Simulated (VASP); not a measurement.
Crystal: Se.

```xyz
3
Lattice="4.3662 0.0000 0.0000 -2.1831 3.7812 0.0000 0.0000 0.0000 4.9536" Properties=species:S:1:pos:R:3 pbc="T T T"
Se    0.9841    0.0000    1.6512
Se   -0.4921    0.8523    3.3024
Se    1.6910    2.9289    0.0000
```

| Quantity | Value |
| --- | --- |
| Program | VASP 6.6.1 |
| Task | relaxation of cell and atoms |
| Functional | PBE |
| Dispersion | D3(BJ) |
| Potentials or basis | VASP PAW PBE potentials, release 64 (Se) |
| Cutoff | 600 eV |
| k mesh | 9 × 9 × 6 |
| Occupations | gaussian, width 0.03 eV |
| Spin | no spin polarisation |

At the start: pressure 0.9 GPa; volume 27.26 Å³/atom.

Q: Where does the relaxation end?

A: Over 15 steps the energy falls by 25.4 meV/atom and the volume is 24.48 Å³/atom (-10.2 %); space group P3_121 (No. 152, to 0.05 Å).

The path:
```tsv
step	energy change (eV)	largest force (eV/Å)	pressure (GPa)	volume (Å³)
1	0.0000	0.4482	0.86	81.78
2	-0.0111	0.0980	-1.80	83.51
3	-0.0154	0.0793	-0.92	82.90
4	-0.0280	0.0821	-0.82	81.61
5	-0.0585	0.1045	-0.28	77.77
6	-0.0600	0.1864	2.15	70.28
7	-0.0717	0.1570	0.73	74.05
8	-0.0747	0.0748	-0.61	73.96
9	-0.0759	0.0015	-0.16	74.00
10	-0.0759	0.0011	-0.18	74.00
11	-0.0761	0.0056	-0.10	73.67
12	-0.0761	0.0093	-0.03	73.35
13	-0.0761	0.0071	-0.06	73.48
14	-0.0761	0.0100	0.06	73.43
15	-0.0762	0.0026	0.01	73.45
```

Final structure:
```cif
data_structure
_symmetry_space_group_name_H-M 'P 1'
_symmetry_Int_Tables_number 1
_cell_length_a 4.0647
_cell_length_b 4.0647
_cell_length_c 5.1337
_cell_angle_alpha 90.000
_cell_angle_beta 90.000
_cell_angle_gamma 120.000
_cell_volume 73.45
loop_
_atom_site_label
_atom_site_type_symbol
_atom_site_fract_x
_atom_site_fract_y
_atom_site_fract_z
_atom_site_occupancy
Se1 Se 0.24775 0.00000 0.33333 1
Se2 Se 0.00000 0.24775 0.66667 1
Se3 Se 0.75225 0.75225 0.00000 1
```

Caveat: the volume moved by -10 % from the deposited cell, more than functionals usually miss.
